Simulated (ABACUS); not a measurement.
Crystal: ZnS (Wurtzite-2H).

```
Zn S
1.0
     3.81100    0.00000    0.00000
    -1.90550    3.30042    0.00000
     0.00000    0.00000    6.23400
Zn S
2 2
Direct
  0.66667 0.33333 0.50000
  0.33333 0.66667 0.00000
  0.66667 0.33333 0.88500
  0.33333 0.66667 0.38500
```

Base run:

| Quantity | Value |
| --- | --- |
| Program | ABACUS 3.10.1 |
| Functional | r2SCAN |
| Potentials or basis | SG15 ONCV 1.2 PBE |
| Cutoff | 1320 eV |
| Density cutoff | 5279 eV |
| Basis | plane waves |
| k mesh | 5 × 5 × 3 |
| Occupations | fermi-dirac, width 0.05 eV |
| Spin | no spin polarisation |

Its results: band gap on the k mesh 2.76 eV, direct; pressure 0.9 GPa; largest force 0.325 eV/Å.

Q: The run is repeated on the same cell with these changes: functional from r2SCAN to SCAN. What comes out?

A: Band gap on the k mesh 2.71 eV, direct; pressure 0.0 GPa; largest force 0.351 eV/Å.

Caveats: the potentials were made for another functional, which shifts forces and pressure; an odd mesh through Γ misses points on the zone boundary, where band edges often lie.

Not every run made on this cell is shown here.
